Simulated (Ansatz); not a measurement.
## Al2Au in Ansatz: the effect of functional

The system is Al2Au.

```
CELL_PARAMETERS angstrom
0.00000 3.05884 3.05884
3.05884 0.00000 3.05884
3.05884 3.05884 0.00000
ATOMIC_POSITIONS crystal
Au 0.00000 0.00000 0.00000
Al 0.75000 0.75000 0.75000
Al 0.25000 0.25000 0.25000
```

The cell isn't the ideal one: volume scaled by 1.06.

Alike in all runs:

- Program: Ansatz 0.2.0
- Task: single point
- Potentials or basis: Ansatz PAW
- k mesh: 8 × 8 × 8
- Occupations: fermi-dirac, width 0.05 eV
- Spin: no spin polarisation

| functional | cutoff | pressure (GPa) |
| --- | --- | --- |
| LDA | 420 eV (not typed: the program's choice for these potentials) | ? |
| PBEsol | 420 eV (not typed: the program's choice for these potentials) | -5.7 |
| r2SCAN | 500 eV (not typed: the program's choice for these potentials) | -5.6 |

Task: What does the run with functional LDA give?

Result: Pressure -8.0 GPa.

Caveats: the PAW data sets come from PBE, with cores solved anew for the run's functional, which leaves a small shift of forces and pressure.
